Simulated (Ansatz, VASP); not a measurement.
# TiAl: VASP beside Ansatz

```xyz
2
Lattice="2.8673 0.0000 0.0000 -1.4336 2.4831 0.0000 0.0000 0.0000 4.6781" Properties=species:S:1:pos:R:3 pbc="T T T"
Ti    0.0000    0.0000    0.0000
Al    0.0000    1.6554    2.3390
```

The cell comes from a database or a generator and needn't be the stable form of this composition.

Alike in both runs: task relaxation of cell and atoms; functional PBEsol; k mesh 11 × 11 × 6; occupations fermi-dirac, width 0.05 eV; no spin polarisation.

|  | VASP | Ansatz |
| --- | --- | --- |
| version | VASP 6.6.1 | Ansatz 0.2.0 |
| potentials or method | VASP PAW PBE potentials, release 64 (Ti_sv, Al) | Ansatz PAW |
| plane-wave cutoff (eV) | 600 | 420 |
| valence electrons in the cell | 15 | 15 |

```tsv
	VASP	Ansatz	Ansatz less VASP
gap on the k mesh at the Fermi level, each at its own relaxed structure (eV)	none	none	-
relaxed volume (Å³/atom)	16.23	16.23	+0.006
relaxed cell length with the largest relative difference (Å)	4.615	4.613	-0.0022
energy change over the relaxation (meV/atom)	-4	-4	0.0
```

A gap of «none» marks a metal or a gap that the smearing closes.

Caveats: the PAW data sets were made with another functional, which shifts forces and pressure a little (VASP); the plane-wave basis is chosen anew once the cell has moved, so the energies of steps on either side of that aren't comparable (Ansatz); the PAW data sets come from PBE, with cores solved anew for the run's functional, which leaves a small shift of forces and pressure (Ansatz).
